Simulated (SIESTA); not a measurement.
CdSe:

```
CELL_PARAMETERS angstrom
6.14054 0.00000 0.00000
0.00000 6.14054 0.00000
0.00000 0.00000 6.14054
ATOMIC_POSITIONS crystal
Cd 0.00000 0.00000 0.00000
Cd 0.00000 0.50000 0.50000
Cd 0.50000 0.00000 0.50000
Cd 0.50000 0.50000 0.00000
Se 0.25000 0.25000 0.75000
Se 0.75000 0.75000 0.75000
Se 0.75000 0.25000 0.25000
Se 0.25000 0.75000 0.25000
```

Measurements of this composition are mostly on another form, of space group No. 186.

Base run:

```yaml
Program: SIESTA 5.4.2
Functional: optB88-vdW
Potentials_or_basis: PseudoDojo 0.4 standard (PBE files)
Basis: DZP (energy shift 0.003 Ry; two zetas on semicore shells)
Grid_cutoff: 800 Ry
Energy_shift: 0.003 Ry
k_mesh: 5 × 5 × 5
Occupations: fermi-dirac, width 0.05 eV
Spin: no spin polarisation
```

Its results: band gap on the k mesh 0.68 eV; pressure 1.0 GPa.

Task: The run is repeated on the same cell with these changes: functional from optB88-vdW to vdW-DF. What comes out?

Result: Band gap on the k mesh 0.85 eV; pressure 3.9 GPa.

Caveats: the potentials were made for another functional, which shifts forces and pressure; the basis of atomic orbitals isn't converged, which shifts pressures, moduli and gaps.
